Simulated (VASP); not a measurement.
Here is a VASP 6.6.1 calculation.

The input INCAR:

```
SYSTEM = CdSe
  PREC = Accurate
  ENCUT = 580
  EDIFF = 1E-7
  ISMEAR = 0
  SIGMA = 0.1
  LREAL = .FALSE.
  LASPH = .TRUE.
  NELM = 80
  ALGO = Normal
  ISIF = 3
  LWAVE = .FALSE.
  LCHARG = .FALSE.
  GGA = PS
  IBRION = 2
  NSW = 90
  EDIFFG = -0.005
```

KPOINTS

```
Automatic mesh
0
G
  12 12 12
  0 0 0
```

Contents of POSCAR:

```
CdSe
1.0
    0.0000000000      2.8739580000      2.8739580000
    2.8739580000      0.0000000000      2.8739580000
    2.8739580000      2.8739580000      0.0000000000
Cd Se
1 1
Direct
    0.0000000000      0.0000000000      0.0000000000
    0.5000000000      0.5000000000      0.5000000000
```

Potentials or basis: VASP PAW PBE potentials, release 64 (Cd, Se).

Command:

```bash
$ cat potpaw_PBE.64/Cd/POTCAR potpaw_PBE.64/Se/POTCAR > POTCAR
$ mpirun -np 1 vasp_std > vasp.out
```

**Question.** What does it give for the space group after relaxing (to 0.05 Å)?

**Answer.** Fm-3m (No. 225).

**Question.** Estimate the relaxed volume.

**Answer.** 22.40 Å³/atom.

Final structure:
```
CELL_PARAMETERS angstrom
0.00000 2.81874 2.81874
2.81874 0.00000 2.81874
2.81874 2.81874 0.00000
ATOMIC_POSITIONS crystal
Cd 0.00000 0.00000 0.00000
Se 0.50000 0.50000 0.50000
```

Caveat: the PAW data sets were made with another functional, which shifts forces and pressure a little.
